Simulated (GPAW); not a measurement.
Set up this calculation in GPAW 26.7.0, as an ASE script.

```yaml
Task: single point
Functional: PBE
Potentials_or_basis: GPAW PAW data sets (gpaw-data 1.2.1)
Cutoff: 500 eV
Basis: pw
k_mesh: 10 × 10 × 10
Occupations: fermi-dirac, width 0.05 eV
Spin: no spin polarisation
Maxiter: 120
Convergence: default
```

The structure of Pd lies in POSCAR:

```
Pd
1.0
   -1.5722810000      1.5722810000      1.5722810000
    1.5722810000     -1.5722810000      1.5722810000
    1.5722810000      1.5722810000     -1.5722810000
Pd
1
Direct
    0.0000000000      0.0000000000      0.0000000000
```

This isn't the form of Pd at room conditions, which is fcc.

One way to write it, as run:

run.py

```python
from ase.dft.bandgap import bandgap
from ase.io import read, write
from ase.units import GPa
from gpaw import GPAW, PW

atoms = read('POSCAR')

calc = GPAW(mode=PW(500),
            xc='PBE',
            kpts={'size': (10, 10, 10), 'gamma': True},
            occupations={'name': 'fermi-dirac', 'width': 0.05},
            nbands=17,
            maxiter=120,
            txt='gpaw.txt')
atoms.calc = calc
energy = atoms.get_potential_energy()
forces = atoms.get_forces()
stress = atoms.get_stress()
calc.write('gs.gpw')
write('result.traj', atoms)
print(f'Energy: {energy:.6f} eV')
print('Forces (eV/A):')
print(forces.round(4))
print('Stress (GPa):', (stress / GPa).round(3))
print('Fermi level:', round(calc.get_fermi_level(), 4), 'eV')
print(f'Gap: {bandgap(calc)[0]:.4f} eV, direct: {bandgap(calc, direct=True)[0]:.4f} eV')
```

Potentials or basis: GPAW PAW data sets (gpaw-data 1.2.1), pw.

Command:

```sh
$ OMP_NUM_THREADS=1 python run.py
```

It gave:

| Item | Value |
| --- | --- |
| Pressure | -1.2 GPa |
| Band gap on the k mesh | none (metal or under the smearing width) |

Caveat: the cutoff is short for stress and forces, so pressures can be off by a GPa or more.

It took 7.5 s on 1 thread of Arm Neoverse V1, with other jobs on the host, peak memory 0.12 GiB.
